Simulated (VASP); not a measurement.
# ZrSe2 (P-3m1) in VASP: G0W0 quasiparticle levels with PBEsol

Aim: the G0W0 quasiparticle levels of ZrSe2 with PBEsol.

Program: VASP 6.6.1. These are calculated values, not measurements. Logs are shortened: lines on timing, memory, paths and dates and some standing lists are left out, and cuts for length are marked.

## (1) The structure

The structure is trigonal, space group P-3m1 (No. 164). Conventional cell: a = 3.798 Å, b = 3.798 Å, c = 6.192 Å, α = 90.00°, β = 90.00°, γ = 120.00°. Zr (site symmetry -3m) has 6 Se at 2.68 Å as nearest neighbours. Around Se (site symmetry 3m) lie 3 Zr at 2.68 Å.

## (2) G0W0 quasiparticle levels, PBEsol

Contents of POSCAR:

```
ZrSe2
1.0
    3.7980000000      0.0000000000      0.0000000000
   -1.8990000000      3.2891644836      0.0000000000
    0.0000000000      0.0000000000      6.1920000000
Zr Se
1 2
Direct
    0.0000000000      0.0000000000      0.0000000000
    0.6666666667      0.3333333333      0.7500000000
    0.3333333333      0.6666666667      0.2500000000
```

Contents of INCAR.step1:

```
ALGO = Normal ; EDIFF = 1E-8
ENCUT = 450 ; GGA = PS
ISMEAR = 0 ; LASPH = True
LCHARG = False ; LREAL = False
LWAVE = True ; NELM = 60
PREC = Accurate ; SIGMA = 0.01
```

Contents of INCAR.step2:

```
ALGO = Exact ; EDIFF = 1E-8
ENCUT = 450 ; GGA = PS
ISMEAR = 0 ; ISTART = 1
LASPH = True ; LCHARG = False
LOPTICS = True ; LREAL = False
LWAVE = True ; NBANDS = 114
NELM = 1 ; PREC = Accurate
SIGMA = 0.01
```

Contents of INCAR.step3:

```
ALGO = EVGW0 ; EDIFF = 1E-8
ENCUT = 450 ; ENCUTGW = 100
GGA = PS ; ISMEAR = 0
ISTART = 1 ; LASPH = True
LCHARG = False ; LREAL = False
LWAVE = True ; NBANDS = 114
NBANDSGW = 20 ; NELMGW = 1
NOMEGA = 48 ; PREC = Accurate
PRECFOCK = Fast ; SIGMA = 0.01
```

Contents of INCAR.step4:

```
ALGO = BSE ; ANTIRES = 0
EDIFF = 1E-8 ; ENCUT = 450
ENCUTGW = 100 ; GGA = PS
ISMEAR = 0 ; ISTART = 1
LASPH = True ; LCHARG = False
LREAL = False ; LWAVE = False
NBANDS = 114 ; NBANDSO = 3
NBANDSV = 6 ; NBSEEIG = 10
OMEGAMAX = 20 ; PREC = Accurate
PRECFOCK = Fast ; SIGMA = 0.01
```

Contents of KPOINTS:

```
k-points
0
Gamma
  4 4 2
```

Potentials or basis: VASP PAW PBE potentials, release 64 (Zr_sv_GW, Se_GW).

Command:

```console
$ cat potpaw_PBE.64/Zr_sv_GW/POTCAR potpaw_PBE.64/Se_GW/POTCAR > POTCAR
$ cp INCAR.step1 INCAR
$ mpirun -np 1 vasp_std > vasp.out
$ cp INCAR.step2 INCAR
$ mpirun -np 1 vasp_std > vasp.out
$ cp INCAR.step3 INCAR
$ mpirun -np 1 vasp_std > vasp.out
$ cp INCAR.step4 INCAR
$ mpirun -np 1 vasp_std > vasp.out
```

OUTCAR:

```text
EDIFF = 1E-8
   ENCUT = 450
   ENCUTGW = 100
   GGA = PS
   ISMEAR = 0
   ISTART = 1
   LASPH = True
   LREAL = False
   PREC = Accurate
   PRECFOCK = Fast

 ion  position               nearest neighbor table
   1  0.000  0.000  0.000-   2 2.68   3 2.68   2 2.68   3 2.68   2 2.68   3 2.68
   2  0.667  0.333  0.750-   1 2.68   1 2.68   1 2.68
   3  0.333  0.667  0.250-   1 2.68   1 2.68   1 2.68

  LATTYP: Found a hexagonal cell.
 ALAT       =     3.7980000000
 C/A-ratio  =     1.6303317536

  Lattice vectors:

 A1 = (   3.7980000000,   0.0000000000,   0.0000000000)
 A2 = (  -1.8990000000,   3.2891644836,   0.0000000000)
 A3 = (   0.0000000000,   0.0000000000,   6.1920000000)

Analysis of symmetry for initial positions (statically):
=====================================================================
 Subroutine PRICEL returns:
 Original cell was already a primitive cell.

 Routine SETGRP: Setting up the symmetry group for a
 hexagonal supercell.

 Subroutine GETGRP returns: Found 12 space group operations
 (whereof 12 operations were pure point group operations)
 out of a pool of 24 trial point group operations.

The static configuration has the point symmetry D_3d.

Analysis of symmetry for dynamics (positions and initial velocities):
=====================================================================
 Subroutine PRICEL returns:
 Original cell was already a primitive cell.

 Routine SETGRP: Setting up the symmetry group for a
 hexagonal supercell.

 Subroutine GETGRP returns: Found 12 space group operations
 (whereof 12 operations were pure point group operations)
 out of a pool of 24 trial point group operations.

The dynamic configuration has the point symmetry D_3d.

 Subroutine INISYM returns: Found 12 space group operations
 (whereof 12 operations are pure point group operations),
 and found     1 'primitive' translations

----------------------------------------------------------------------------------------

                                     Primitive cell

  volume of cell :      77.3520

  direct lattice vectors                    reciprocal lattice vectors
     3.798000000  0.000000000  0.000000000     0.263296472  0.152014289  0.000000000
    -1.899000000  3.289164484  0.000000000     0.000000000  0.304028578  0.000000000
     0.000000000  0.000000000  6.192000000     0.000000000  0.000000000  0.161498708

  length of vectors
     3.798000000  3.798000000  6.192000000     0.304028578  0.304028578  0.161498708

  position of ions in fractional coordinates (direct lattice)
     0.000000000  0.000000000  0.000000000
     0.666666667  0.333333333  0.750000000
     0.333333333  0.666666667  0.250000000

  ion indices of the primitive-cell ions
   primitive index   ion index
                 1           1
                 2           2
                 3           3

----------------------------------------------------------------------------------------

 KPOINTS: k-points

Automatic generation of k-mesh.
 Grid dimensions read from file:
 generate k-points for:    4    4    2

 Generating k-lattice:

  Cartesian coordinates                     Fractional coordinates (reciprocal lattice)
     0.065824118  0.038003572  0.000000000     0.250000000 -0.000000000  0.000000000
     0.000000000  0.076007144  0.000000000     0.000000000  0.250000000  0.000000000
     0.000000000  0.000000000  0.080749354     0.000000000  0.000000000  0.500000000

  Length of vectors
     0.076007144  0.076007144  0.080749354

  Shift w.r.t. Gamma in fractional coordinates (k-lattice)
     0.000000000  0.000000000  0.000000000

 Subroutine IBZKPT returns following result:
 ===========================================

 Found      8 irreducible k-points:

 Following reciprocal coordinates:
            Coordinates               Weight
  0.000000  0.000000  0.000000      1.000000
  0.250000 -0.000000  0.000000      6.000000
  0.500000 -0.000000  0.000000      3.000000
  0.250000  0.250000  0.000000      6.000000
  0.000000  0.000000  0.500000      1.000000
  0.250000 -0.000000  0.500000      6.000000
  0.500000 -0.000000  0.500000      3.000000
  0.250000  0.250000  0.500000      6.000000
   k-points           NKPTS =      8   k-points in BZ     NKDIM =     32   number of bands    NBANDS=    114
   number of dos      NEDOS =    301   number of ions     NIONS =      3
   total plane-waves  NPLWV =  37632
   dimension x,y,z NGX =    28 NGY =   28 NGZ =   48
   dimension x,y,z NGXF=    56 NGYF=   56 NGZF=   96
   ions per type =               1   2
   NGX,Y,Z   is equivalent  to a cutoff of  12.26, 12.26, 12.89 a.u.
   NGXF,Y,Z  is equivalent  to a cutoff of  24.51, 24.51, 25.77 a.u.
 SYSTEM =  unknown system
   PREC   = accura    normal or accurate (medium, high low for compatibility)
   ISTART =      1    job   : 0-new  1-cont  2-samecut
   ICHARG =      0    charge: 1-file 2-atom 10-const
   ISPIN  =      1    spin polarized calculation?
   LNONCOLLINEAR =      F non collinear calculations
   LSORBIT =      F    spin-orbit coupling
   LASPH  =      T    aspherical Exc in radial PAW
   ENCUT  =  450.0 eV  33.07 Ry    5.75 a.u.   6.57  6.57 10.71*2*pi/ulx,y,z
   NELM   =     60;   NELMIN=  2; NELMDL=  0     # of ELM steps
   EDIFF  = 0.1E-07   stopping-criterion for ELM
   LREAL  =      F    real-space projection
   EDIFFG = 0.1E-06   stopping-criterion for IOM
   NSW    =      0    number of steps for IOM
   IBRION =     -1    ionic relax: 0-MD 1-quasi-New 2-CG
   NFREE  =      0    steps in history (QN), initial steepest desc. (CG)
   ISIF   =      0    stress and relaxation
   ISYM   =      3    0-nonsym 1-usesym 2-fastsym
   POTIM  = 0.5000    time-step for ionic-motion
   TEBEG  =    0.0;   TEEND  =   0.0 temperature during run
   PSTRESS=    0.0 pullay stress
   NELECT =      24.0000    total number of electrons
   NUPDOWN=      -1.0000    fix difference up-down
   EMIN   =  10.00;   EMAX   =-10.00  energy-range for DOS
   EFERMI =   0.00;   METHOD = LEGACY
   ISMEAR =     0;   SIGMA  =   0.01  broadening in eV -4-tet -1-fermi 0-gaus
   EFERMI_NEDOS =   21; number of points for ismear=-14 and -15
   IALGO  =     38    algorithm
   IMIX   =      4    mixing-type and parameters
     AMIX     =   0.40;   BMIX     =  1.00
     AMIX_MAG =   1.60;   BMIX_MAG =  1.00
  volume/ion in A,a.u.               =      25.78       174.00
  Fermi-wavevector in a.u.,A,eV,Ry     =   1.108293  2.094371 16.712230  1.228314
  Thomas-Fermi vector in A             =   2.244819
   LORBIT       =      0    0 simple, 1 ext, 2 COOP (PROOUT), +10 PAW based schemes
   GGA     = PS    functional components
   LHFCALC =     T    Hartree Fock is set to
   PRECFOCK=fast      Normal, Fast or Accurate (Low or Medium for compatibility)
   ENCUT4O =  -1.0   cutoff for four orbital integrals eV
   NKREDX  =     1    reduce k-point grid by
   NKREDY  =     1    reduce k-point grid by
   NKREDZ  =     1    reduce k-point grid by
   AEXX    =    1.0000 exact exchange contribution
   HFSCREEN=    0.0000 screening length (either q_TF or 0.3 A-1)
   HFSCREENC=   0.0000 screening length for correlation (either q_TF or 0.3 A-1)
   ENCUTFOCK=  -1.0 apply spherical cutoff to Coloumb kernel
   IVDW    =     0    specifies the selected vdW correction
   LEPSILON=     F    determine dielectric tensor
   LRPA    =     F    only Hartree local field effects (RPA)
   LRPAFORCE           =     F    calculate RPA forces
   ENCUTGW             = 100.0    cutoff for response function in eV
   ENCUTGWSOFT         =  80.0    soft cutoff for Coulomb kernel in GW response function in eV
   ENCUTLF             =  -1.0    cutoff for local field effects
   NELMGW              =     1    number of iterations in solving QP/BSE equation
   NELMHF              =     1    number of iterations in the inner HF iteration
   NKREDLFX            =     1    NKREDLFY  =   1   NKREDLFZ  =   1
 non-spin polarized calculation
 Gauss-broadening in eV      SIGMA  =   0.01
  energy-cutoff  :      450.00
  volume of cell :       77.35
 maximum number of plane-waves:      1713
 NGX is ok and might be reduce to    28
  NGX = 16; NGY = 16; NGZ = 28
   NGX = 13   NGY = 13   NGZ = 21
 maximum number of plane-waves:       180
 NGX is ok and might be reduce to    14

 BSE (scaLAPACK) attempting allocation of   0.005 Gbyte  rank=    576

=======================================================================
```

OUTCAR.step2:

```text
EDIFF = 1E-8
   ENCUT = 450
   GGA = PS
   ISMEAR = 0
[... 759 lines left out ...]
  --------------------------------------------------------------------------------------------------------------
     0.00000    35.26729    35.26729    12.98823     0.00000    -0.00000     0.00000
     1.33184     1.29061     1.29061     6.36624     0.00000    -0.00000     0.00000
     2.66368    -4.94815    -4.94815    11.93689    -0.00000    -0.00000     0.00000
     3.99552     2.22076     2.22076     2.21973    -0.00000    -0.00000     0.00000
     5.32736    -6.19227    -6.19227     9.84804    -0.00000     0.00000    -0.00000
     6.65919    -2.04227    -2.04227     1.20838    -0.00000    -0.00000     0.00000
[... 92 lines left out ...]
   130.52021     0.97332     0.97332     0.97510    -0.00000    -0.00000    -0.00000
   131.85205     0.97387     0.97387     0.97562    -0.00000    -0.00000    -0.00000
```

It took 4.1 min on 1 thread of AMD EPYC 9R45 (Zen 5), shared host; peak memory 0.81 GiB.

What came out:

```yaml
Band_gap_on_the_k_mesh_mean-field_level: 0.27 eV, indirect (least direct gap 0.96 eV)
Quasiparticle_gap: 1.16 eV
Least_direct_quasiparticle_gap: 2.01 eV
```

Dielectric function (mean over the directions given):
| energy (eV) | real part | imaginary part |
| --- | --- | --- |
| 0.32 | 19.09 | 0.23 |
| 1.28 | 27.77 | 2.46 |
| 2.32 | -1.35 | 29.93 |
| 3.36 | -2.36 | 2.44 |
| 4.40 | 4.04 | 5.39 |
| 5.45 | 3.46 | 8.57 |
| 6.49 | -4.21 | 4.70 |
| 7.53 | -3.47 | 3.14 |
| 8.57 | -0.47 | 1.74 |
| 9.61 | -7.70 | 7.36 |
| 10.57 | -2.90 | 0.25 |
| 11.61 | -1.47 | 0.08 |
| 12.65 | -0.83 | 0.05 |
| 13.69 | -0.45 | 0.03 |
| 14.73 | -0.19 | 0.02 |
| 15.78 | 0.00 | 0.02 |
| 16.82 | 0.14 | 0.01 |
| 17.86 | 0.26 | 0.01 |
| 18.90 | 0.35 | 0.01 |
| 19.94 | 0.42 | 0.01 |

Lowest excitation energies (eV) and strengths:
| energy | strength |
| --- | --- |
| 1.820 | 0.455 |
| 1.820 | 0.455 |
| 1.826 | 0 |
| 1.850 | 54.2 |
| 1.850 | 54.2 |
| 1.852 | 0.0138 |
| 2.041 | 2.47 |
| 2.041 | 2.47 |
| 2.088 | 0 |
| 2.090 | 2.04 |

Caveat: the k mesh is coarse (spacing up to 0.51 Å⁻¹), so the values aren't converged; bands, screening cutoff and mesh are small and nothing is extrapolated, so the quasiparticle values aren't converged; spectra need much finer meshes, so this one isn't converged. A k mesh can miss the band edges.
